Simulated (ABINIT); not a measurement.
SnO2 (Cassiterite):

```
CELL_PARAMETERS angstrom
4.73800 0.00000 0.00000
0.00000 4.73800 0.00000
0.00000 0.00000 3.18650
ATOMIC_POSITIONS crystal
Sn 0.50000 0.50000 0.50000
Sn 0.00000 0.00000 0.00000
O 0.80710 0.19290 0.50000
O 0.69290 0.69290 0.00000
O 0.19290 0.80710 0.50000
O 0.30710 0.30710 0.00000
```

Base run:

* Program: ABINIT 10.8.3 (patched build)
* Functional: PBE
* Potentials or basis: JTH PAW PBE v2.0
* Cutoff: 626 eV
* k mesh: 4 × 4 × 5
* Occupations: fermi-dirac, width 0.05 eV
* Spin: no spin polarisation

Its results: band gap on the k mesh 1.28 eV, direct; pressure 10.0 GPa; largest force 0.259 eV/Å.

After a change of settings the same cell gave: band gap on the k mesh 1.18 eV, direct; pressure 3.8 GPa; largest force 0.196 eV/Å. Which change was it?
A. k mesh from 4 × 4 × 5 to 5 × 5 × 6
B. functional from PBE to PBEsol
C. k mesh from 4 × 4 × 5 to 6 × 6 × 8
D. k mesh from 4 × 4 × 5 to 2 × 2 × 3

B.

PBEsol binds more tightly than PBE, so the same cell stands under less pressure.

Caveats: spin-orbit coupling is left out, which moves the levels of the heavy elements; an odd mesh through Γ misses points on the zone boundary, where band edges often lie; the PAW data sets were made with another functional, which shifts forces and pressure a little (some runs).

Not every run made on this cell is shown here.
